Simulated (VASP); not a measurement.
# BeTe (F-43m) in VASP: notebook

Runs on BeTe. Level: PBE. Tasks: single point.

Everything below comes from runs of VASP 6.6.1. Logs are shortened: lines on timing, memory, paths and dates and some standing lists are left out, and cuts for length are marked.

**1. The structure**

It takes space group F-43m (No. 216, cubic). Conventional cell: a = 5.540 Å, b = 5.540 Å, c = 5.540 Å, α = 90.00°, β = 90.00°, γ = 90.00°. Be (site symmetry -43m) has 4 Te at 2.40 Å as nearest neighbours. Around Te (site symmetry -43m) lie 4 Be at 2.40 Å.

**2. Single point, PBE**

The input, INCAR:

```
SYSTEM = BeTe
  PREC = Accurate
  ENCUT = 520
  EDIFF = 1E-6
  ISMEAR = 0
  SIGMA = 0.05
  LREAL = .FALSE.
  LASPH = .TRUE.
  NELM = 100
  ALGO = Normal
  ISIF = 2
  LWAVE = .FALSE.
  LCHARG = .TRUE.
  GGA = PE
  LELF = .TRUE.
  LVHAR = .TRUE.
  NBANDS = 11
```

The input, KPOINTS:

```
Automatic mesh
0
G
  8 8 8
  0 0 0
```

The input, POSCAR:

```
BeTe
1.0
    0.0000000000      2.7700000000      2.7700000000
    2.7700000000      0.0000000000      2.7700000000
    2.7700000000      2.7700000000      0.0000000000
Be Te
1 1
Direct
    0.0000000000      0.0000000000      0.0000000000
    0.7500000000      0.7500000000      0.7500000000
```

Potentials or basis: VASP PAW PBE potentials, release 64 (Be, Te).

Started as:

```bash
cat potpaw_PBE.64/Be/POTCAR potpaw_PBE.64/Te/POTCAR > POTCAR
mpirun -np 1 vasp_std > vasp.out
```

OUTCAR:

```text
SYSTEM = BeTe
   PREC = Accurate
   ENCUT = 520
   EDIFF = 1E-6
   ISMEAR = 0
   LREAL = .FALSE.
   LASPH = .TRUE.
   NELM = 100
   ISIF = 2
   GGA = PE

 ion  position               nearest neighbor table
   1  0.000  0.000  0.000-   2 2.40   2 2.40   2 2.40   2 2.40
   2  0.750  0.750  0.750-   1 2.40   1 2.40   1 2.40   1 2.40

  LATTYP: Found a face centered cubic cell.
 ALAT       =     5.5400000000

  Lattice vectors:

 A1 = (   0.0000000000,   2.7700000000,   2.7700000000)
 A2 = (   2.7700000000,   0.0000000000,   2.7700000000)
 A3 = (   2.7700000000,   2.7700000000,   0.0000000000)

Analysis of symmetry for initial positions (statically):
=====================================================================
 Subroutine PRICEL returns:
 Original cell was already a primitive cell.

 Routine SETGRP: Setting up the symmetry group for a
 face centered cubic supercell.

 Subroutine GETGRP returns: Found 24 space group operations
 (whereof 24 operations were pure point group operations)
 out of a pool of 48 trial point group operations.

The static configuration has the point symmetry T_d .

Analysis of symmetry for dynamics (positions and initial velocities):
=====================================================================
 Subroutine PRICEL returns:
 Original cell was already a primitive cell.

 Routine SETGRP: Setting up the symmetry group for a
 face centered cubic supercell.

 Subroutine GETGRP returns: Found 24 space group operations
 (whereof 24 operations were pure point group operations)
 out of a pool of 48 trial point group operations.

The dynamic configuration has the point symmetry T_d .

 Subroutine INISYM returns: Found 24 space group operations
 (whereof 24 operations are pure point group operations),
 and found     1 'primitive' translations

----------------------------------------------------------------------------------------

                                     Primitive cell

  volume of cell :      42.5079

  direct lattice vectors                    reciprocal lattice vectors
     0.000000000  2.770000000  2.770000000    -0.180505415  0.180505415  0.180505415
     2.770000000  0.000000000  2.770000000     0.180505415 -0.180505415  0.180505415
     2.770000000  2.770000000  0.000000000     0.180505415  0.180505415 -0.180505415

  length of vectors
     3.917371568  3.917371568  3.917371568     0.312644550  0.312644550  0.312644550

  position of ions in fractional coordinates (direct lattice)
     0.000000000  0.000000000  0.000000000
     0.750000000  0.750000000  0.750000000

  ion indices of the primitive-cell ions
   primitive index   ion index
                 1           1
                 2           2

----------------------------------------------------------------------------------------

 KPOINTS: Automatic mesh

Automatic generation of k-mesh.
 Grid dimensions read from file:
 generate k-points for:    8    8    8

 Generating k-lattice:

  Cartesian coordinates                     Fractional coordinates (reciprocal lattice)
    -0.022563177  0.022563177  0.022563177     0.125000000  0.000000000  0.000000000
     0.022563177 -0.022563177  0.022563177     0.000000000  0.125000000  0.000000000
     0.022563177  0.022563177 -0.022563177     0.000000000  0.000000000  0.125000000

  Length of vectors
     0.039080569  0.039080569  0.039080569

  Shift w.r.t. Gamma in fractional coordinates (k-lattice)
     0.000000000  0.000000000  0.000000000

 Subroutine IBZKPT returns following result:
 ===========================================

 Found     29 irreducible k-points:

 Following reciprocal coordinates:
            Coordinates               Weight
  0.000000  0.000000  0.000000      1.000000
  0.125000  0.000000  0.000000      8.000000
  0.250000  0.000000  0.000000      8.000000
  0.375000  0.000000  0.000000      8.000000
  0.500000  0.000000  0.000000      4.000000
  0.125000  0.125000  0.000000      6.000000
[... 16 lines left out ...]
  0.500000  0.250000  0.125000     48.000000
 -0.375000  0.250000  0.125000     24.000000
 [... further k-points ...]
   k-points           NKPTS =     29   k-points in BZ     NKDIM =     29   number of bands    NBANDS=     11
   number of dos      NEDOS =    301   number of ions     NIONS =      2
   total plane-waves  NPLWV =  27000
   dimension x,y,z NGX =    30 NGY =   30 NGZ =   30
   dimension x,y,z NGXF=    60 NGYF=   60 NGZF=   60
   ions per type =               1   1
   NGX,Y,Z   is equivalent  to a cutoff of  12.73, 12.73, 12.73 a.u.
   NGXF,Y,Z  is equivalent  to a cutoff of  25.46, 25.46, 25.46 a.u.
 SYSTEM =  BeTe
   PREC   = accura    normal or accurate (medium, high low for compatibility)
   ISTART =      0    job   : 0-new  1-cont  2-samecut
   ICHARG =      2    charge: 1-file 2-atom 10-const
   ISPIN  =      1    spin polarized calculation?
   LNONCOLLINEAR =      F non collinear calculations
   LSORBIT =      F    spin-orbit coupling
   LASPH  =      T    aspherical Exc in radial PAW
   ENCUT  =  520.0 eV  38.22 Ry    6.18 a.u.   7.28  7.28  7.28*2*pi/ulx,y,z
   NELM   =    100;   NELMIN=  2; NELMDL= -5     # of ELM steps
   EDIFF  = 0.1E-05   stopping-criterion for ELM
   LREAL  =      F    real-space projection
   EDIFFG = 0.1E-04   stopping-criterion for IOM
   NSW    =      0    number of steps for IOM
   IBRION =     -1    ionic relax: 0-MD 1-quasi-New 2-CG
   NFREE  =      0    steps in history (QN), initial steepest desc. (CG)
   ISIF   =      2    stress and relaxation
   ISYM   =      2    0-nonsym 1-usesym 2-fastsym
   POTIM  = 0.5000    time-step for ionic-motion
   TEBEG  =    0.0;   TEEND  =   0.0 temperature during run
   PSTRESS=    0.0 pullay stress
   NELECT =       8.0000    total number of electrons
   NUPDOWN=      -1.0000    fix difference up-down
   EMIN   =  10.00;   EMAX   =-10.00  energy-range for DOS
   EFERMI =   0.00;   METHOD = LEGACY
   ISMEAR =     0;   SIGMA  =   0.05  broadening in eV -4-tet -1-fermi 0-gaus
   EFERMI_NEDOS =   21; number of points for ismear=-14 and -15
   IALGO  =     38    algorithm
   IMIX   =      4    mixing-type and parameters
     AMIX     =   0.40;   BMIX     =  1.00
     AMIX_MAG =   1.60;   BMIX_MAG =  1.00
  volume/ion in A,a.u.               =      21.25       143.43
  Fermi-wavevector in a.u.,A,eV,Ry     =   0.938170  1.772885 11.975354  0.880164
  Thomas-Fermi vector in A             =   2.065355
   LORBIT       =      0    0 simple, 1 ext, 2 COOP (PROOUT), +10 PAW based schemes
   GGA     = PE    functional components
   LHFCALC =     F    Hartree Fock is set to
   AEXX    =    0.0000 exact exchange contribution
   IVDW    =     0    specifies the selected vdW correction
   LEPSILON=     F    determine dielectric tensor
   LRPA    =     F    only Hartree local field effects (RPA)
 non-spin polarized calculation
 Gauss-broadening in eV      SIGMA  =   0.05
  energy-cutoff  :      520.00
  volume of cell :       42.51
 maximum number of plane-waves:      1162
 NGX is ok and might be reduce to    30
   NGX = 15   NGY = 15   NGZ = 15

 number of electron       8.0000000 magnetization

 Free energy of the ion-electron system (eV)
  ---------------------------------------------------
  ext. energy  EPLUGINS =         0.00000000
  ---------------------------------------------------
  free energy    TOTEN  =        -7.58477383 eV

  energy without entropy =       -7.58477383  energy(sigma->0) =       -7.58477383

 E-fermi :   5.9501     XC(G=0):  -9.2569

 val. band max:        5.6645348223   @ k =   0.0000   0.0000   0.0000
 cond. band min:       7.5118091134   @ k =   0.5000   0.5000   0.0000
 fundamental gap:      1.8472742911
 Fermi energy:         5.9500733151

 k-point     1 :       0.0000    0.0000    0.0000
  band No.  band energies     occupation
      1      -6.9704      2.00000
      2       5.6645      2.00000
      3       5.6645      2.00000
      4       5.6645      2.00000
      5       9.2287      0.00000
      6       9.2287      0.00000
      7       9.2287      0.00000
      8       9.8556      0.00000
      9      14.0509      0.00000
     10      16.0119      0.00000
     11      16.0119      0.00000

 k-point     2 :       0.1250    0.0000    0.0000
  band No.  band energies     occupation
      1      -6.8118      2.00000
      2       4.2841      2.00000
      3       5.4064      2.00000
      4       5.4064      2.00000
      5       9.2789      0.00000
      6       9.5980      0.00000
      7       9.5980      0.00000
      8      11.0757      0.00000
      9      14.4722      0.00000
     10      15.0172      0.00000
     11      15.0172      0.00000

 k-point     3 :       0.2500    0.0000    0.0000
  band No.  band energies     occupation
      1      -6.3713      2.00000
      2       2.1709      2.00000
      3       4.9334      2.00000
      4       4.9334      2.00000
      5       9.0906      0.00000
      6      10.1512      0.00000
      7      10.1512      0.00000
      8      12.9492      0.00000
      9      14.7394      0.00000
     10      14.7394      0.00000
     11      14.8077      0.00000

 k-point     4 :       0.3750    0.0000    0.0000
  band No.  band energies     occupation
      1      -5.8015      2.00000
      2       0.4857      2.00000
      3       4.5740      2.00000
      4       4.5740      2.00000
      5       8.9316      0.00000
      6      10.2697      0.00000
      7      10.2697      0.00000
      8      13.5354      0.00000
      9      15.7094      0.00000
     10      15.8502      0.00000
     11      15.8502      0.00000
[... 239 lines left out ...]
 k-point    22 :       0.3750    0.2500    0.1250
  band No.  band energies     occupation
      1      -6.0049      2.00000
      2       1.9282      2.00000
      3       3.2459      2.00000
      4       4.3438      2.00000
      5       9.2279      0.00000
      6      10.6821      0.00000
      7      11.0268      0.00000
      8      12.0772      0.00000
      9      14.9055      0.00000
     10      16.4272      0.00000
     11      17.0221      0.00000

 k-point    23 :       0.5000    0.2500    0.1250
  band No.  band energies     occupation
      1      -5.4953      2.00000
      2       0.7894      2.00000
      3       2.6930      2.00000
      4       3.8511      2.00000
      5       9.6986      0.00000
      6      10.4067      0.00000
      7      11.6702      0.00000
      8      12.7178      0.00000
      9      15.6531      0.00000
     10      16.2183      0.00000
     11      18.1220      0.00000

 k-point    24 :      -0.3750    0.2500    0.1250
  band No.  band energies     occupation
      1      -5.2330      2.00000
      2       0.2476      2.00000
      3       2.5866      2.00000
      4       3.6101      2.00000
      5       9.8499      0.00000
      6      10.1084      0.00000
      7      12.4872      0.00000
      8      13.5784      0.00000
      9      14.2612      0.00000
     10      17.3732      0.00000
     11      17.7599      0.00000

 [... further k-points ...]
[... 5 lines left out ...]
  --------------------------------------------------------------------------------------
  -------------------------------------------------------------------------------------
  Total        1.1817473      1.1817473      1.1817473      0.0000000      0.0000000      0.0000000
  in kB       44.5416089     44.5416089     44.5416089      0.0000000      0.0000000      0.0000000
  external PRESSURE =      44.5416089 kB  Pullay stress =       0.0000000 kB

 VOLUME and BASIS-vectors are now :
 -----------------------------------------------------------------------------
  energy-cutoff  :      520.00
  volume of cell :       42.51
      direct lattice vectors                 reciprocal lattice vectors
     0.000000000  2.770000000  2.770000000    -0.180505415  0.180505415  0.180505415
     2.770000000  0.000000000  2.770000000     0.180505415 -0.180505415  0.180505415
     2.770000000  2.770000000  0.000000000     0.180505415  0.180505415 -0.180505415

 POSITION                                       TOTAL-FORCE (eV/Angst)
 -----------------------------------------------------------------------------------
      0.00000      0.00000      0.00000         0.000000     -0.000000      0.000000
      4.15500      4.15500      4.15500        -0.000000      0.000000     -0.000000
 -----------------------------------------------------------------------------------
    total drift:                               -0.000000     -0.000000     -0.000000

  FREE ENERGIE OF THE ION-ELECTRON SYSTEM (eV)
  ---------------------------------------------------
  free  energy   TOTEN  =        -7.5847738257 eV

  energy  without entropy=       -7.5847738257  energy(sigma->0) =       -7.58477383
```

Wall time 13 s (1 thread of Intel Xeon Platinum 8488C (Sapphire Rapids), shared host); peak memory 0.17 GiB.

Results:

```
Free energy            : -7.5848 eV
Pressure               : 4.5 GPa
Band gap on the k mesh : 1.85 eV, indirect (least direct gap 3.56 eV)
```

Levels at points of the mesh, in eV from the valence-band top:
```csv
k point,band 1,band 2,band 3,band 4,band 5,band 6,band 7,band 8
"(0.00, 0.00, 0.00)",-12.63,0.00,0.00,0.00,3.56,3.56,3.56,4.19
"(0.50, 0.00, 0.00)",-11.16,-5.87,-1.22,-1.22,3.21,4.56,4.56,7.79
"(0.50, 0.50, 0.00)",-10.62,-5.39,-2.84,-2.84,1.85,2.59,10.02,10.02
```

Caveat: spin-orbit coupling is left out, which moves the levels of the heavy elements. A hybrid or GW would open this gap; PBE tends to underestimate it.

**3. Single point, PBE**

The input, INCAR:

```
ALGO     = Normal         # electronic algorithm
EDIFF    = 1E-6           # SCF threshold, eV
ENCUT    = 520            # plane-wave cutoff, eV
GGA      = PE             # functional
ISIF     = 2              # what is computed and relaxed
ISMEAR   = 0              # smearing method
LASPH    = T              # aspherical terms in the spheres
LCHARG   = F              # write CHGCAR
LREAL    = F              # projectors in reciprocal space
LWAVE    = F              # write WAVECAR
NBANDS   = 11             # bands
NELM     = 100            # most SCF steps
PREC     = Accurate       # precision mode
SIGMA    = 0.05           # smearing width, eV
```

The input, KPOINTS:

```
k-points
0
Gamma
  10 10 10
```

POSCAR is that of step 2.

Potentials or basis: VASP PAW PBE potentials, release 64 (Be, Te).

Started as:

```bash
cat potpaw_PBE.64/Be/POTCAR potpaw_PBE.64/Te/POTCAR > POTCAR
mpirun -np 1 vasp_std > vasp.out
```

Wall time 18 s (1 thread of Intel Xeon Platinum 8488C (Sapphire Rapids), shared host); peak memory 0.17 GiB.

It converged, with:

| Item | Value |
| --- | --- |
| Free energy | -7.5854 eV |
| Pressure | 4.4 GPa |
| Band gap on the k mesh | 1.85 eV, indirect (least direct gap 3.56 eV) |

Levels at points of the mesh, in eV from the valence-band top:
| k point | band 1 | band 2 | band 3 | band 4 | band 5 | band 6 | band 7 | band 8 |
| --- | --- | --- | --- | --- | --- | --- | --- | --- |
| (0.00, 0.00, 0.00) | -12.63 | 0.00 | 0.00 | 0.00 | 3.56 | 3.56 | 3.56 | 4.19 |
| (0.50, 0.00, 0.00) | -11.16 | -5.87 | -1.22 | -1.22 | 3.21 | 4.56 | 4.56 | 7.79 |
| (0.50, 0.50, 0.00) | -10.62 | -5.39 | -2.84 | -2.84 | 1.85 | 2.59 | 10.02 | 10.02 |

Caveat: spin-orbit coupling is left out, which moves the levels of the heavy elements. A k mesh can miss the band edges.
